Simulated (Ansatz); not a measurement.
# Zr in Ansatz: the effect of functional

Crystal: Zr.

```
CELL_PARAMETERS angstrom
3.29539 0.00000 0.00000
-1.64769 2.85389 0.00000
0.00000 0.00000 5.24795
ATOMIC_POSITIONS crystal
Zr 0.66667 0.33333 0.75000
Zr 0.33333 0.66667 0.25000
```

The cell isn't the ideal one: volume scaled by 1.06.

Alike in all runs:

```yaml
Program: Ansatz 0.2.0
Task: single point
Potentials_or_basis: Ansatz PAW
k_mesh: 9 × 9 × 5
Occupations: fermi-dirac, width 0.05 eV
Spin: no spin polarisation
```

```tsv
functional	cutoff	pressure (GPa)
LDA	420 eV (not typed: the program's choice for these potentials)	?
r2SCAN	500 eV (not typed: the program's choice for these potentials)	-4.4
PBE	420 eV (not typed: the program's choice for these potentials)	-4.6
```

**Question.** What does the run with functional LDA give?

**Answer.** Pressure -10.5 GPa.

Caveats: the PAW data sets come from PBE, with cores solved anew for the run's functional, which leaves a small shift of forces and pressure (some runs).
